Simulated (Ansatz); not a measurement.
PbO built on the rocksalt prototype was put through Ansatz (plane waves). The cell was relaxed beforehand with r2SCAN.

Structure:
```xyz
2
Lattice="0.0000 2.6065 2.6065 2.6065 0.0000 2.6065 2.6065 2.6065 0.0000" Properties=species:S:1:pos:R:3 pbc="T T T"
Pb    0.0000    0.0000    0.0000
O     2.6065    2.6065    2.6065
```

What the program printed (shortened):
```
Pseudopotential: Pb, paw, valence charge 14, recommended cutoff 420 eV (normal)
Pseudopotential: O, paw, valence charge 6, recommended cutoff 420 eV (normal)
Functional definition: PBE
Crystal: 2 atoms, lattice volume = 35.417 Å³
Basis set: ecut = 420 eV, 701 PW (Γ)
Bands: 14, of which v1, the nominal top of the filled ones, is band 10 counted from 1 (9 counted from 0)
Symmetry: 48 space group operations
Space group: Fm-3m (ITA 225)
k-points: 16 of 216
preconditioner: auto → none  [insulator: Δε(μ)=0.572 eV  ℏωp=27.9 eV]
SCF 1 converged in 6 iterations: F = -12473.185315 eV  dr2 = 9.10e-9
Free energy (F): -12473.185315 eV
Fermi energy:    10.334876 eV
--- Per-component energies (eV) ---
  E_band       = -18.844180
  E_kinetic    = 460.747260
  E_local      = -1223.673129
  E_nonlocal   = 398.260982
  E_hartree    = 469.153359
  E_xc         = -295.503466
  E_vxc        = -227.573261
  E_paw        = -10560.244194
  E_vpaw       = -364.913160
  E_ewald      = -1721.928496
--- G₀W₀: contour deformation, 8 samples at zero and on the imaginary axis and 2 off it, 216 q-points, 194 empty bands' worth ---
    ik  band        ε_KS         Σx   Σc(E_QP)       V_xc       Z   E_QP_lin       E_QP  E_QP is
     3     9      8.4265   -24.9213     4.7071   -20.0970  0.6177     8.3087     8.3094  root
     3    10     10.3349   -11.1011    -1.0876   -12.0038  0.7583    10.1481    10.1500  root
     3    11     10.8874   -21.6580     0.2043   -21.4051  0.6844    10.8389    10.8388  root
     3    12     15.4758    -8.4359    -4.6592   -13.1629  0.7187    15.5441    15.5436  root
     7     9      8.3636   -24.7333     4.6922   -19.9032  0.6425     8.2234     8.2257  root
     7    10     10.2325   -23.5685     2.6545   -20.7865  0.6758    10.1038    10.1050  root
     7    11     11.7292    -9.8080    -3.3978   -13.1382  0.7485    11.6619    11.6616  root
     7    12     15.1360   -10.1035    -4.5362   -14.7636  0.6947    15.2622    15.2599  root
     8     9      8.3983   -24.8334     4.8044   -19.9303  0.6178     8.2984     8.2996  root
     8    10      9.3471   -23.4625     3.5292   -19.8139  0.6348     9.2258     9.2275  root
     8    11     13.8398    -9.6962    -4.2467   -13.9491  0.7546    13.8460    13.8460  root
     8    12     15.9377    -8.9890    -4.8447   -13.8916  0.7150    15.9959    15.9956  root
    11     9      7.8289   -23.6981     4.7536   -18.7795  0.6562     7.6610     7.6640  root
    11    10      9.1211   -21.1943     2.6023   -18.3507  0.6681     8.8717     8.8797  root
    11    11     12.9635   -11.5836    -3.4573   -15.1142  0.7248    13.0373    13.0368  root
    11    12     14.5494   -12.0648    -4.2126   -16.4985  0.7123    14.7768    14.7704  root
    14     9      6.9718   -21.7952     4.5208   -17.0406  0.6396     6.7285     6.7379  root
    14    10      9.6379   -23.7026     3.1469   -20.3964  0.6701     9.4769     9.4786  root
    14    11     12.9264   -10.8652    -3.6151   -14.5475  0.7289    12.9941    12.9936  root
    14    12     14.7636   -11.5367    -4.2998   -16.0337  0.7033    14.9636    14.9607  root
```

The points are ik 3 = (0, 0, -1/2), ik 7 = (0, 1/6, -1/3), ik 8 = (0, 1/6, -1/6), ik 11 = (0, 1/3, -1/3), ik 14 = (1/6, 1/3, -1/3); band 10 is the last filled one.

Task: Reconstruct the input.

Result:
```yaml
crystal:
  # lattice and atoms as above
kpoints:
  mp_grid: { grid: [6, 6, 6] }
hamiltonian:
  xc: pbe
scf:
  occupations: { method: fixed }
gw:
  n_empty_bands: 194
  ecut_chi: 180
  qp_bands: [v2, c2]
  qp_kpoints: band_edges
  screening: { model: contour_deformation }
```
The quasiparticle table needs the gw block. This is the file that was run; thresholds and some counts can't be read off the log exactly.

It took 15 s on 1 × NVIDIA H100 80GB HBM3 with 2 threads of AMD EPYC 7R13 Processor (Zen 3) (shared host), load about 1.6 per core; peak host memory 1.4 GiB.

All values are calculated for a non-magnetic cell, which may be hypothetical.

Spin-orbit coupling is left out; in compounds of Pb, Bi, Tl or Hg it can lower a gap by up to about 1 eV, split its edges or invert the bands.

For so narrow a gap this mesh doesn't settle the screening, and the bands and cutoff are finite.
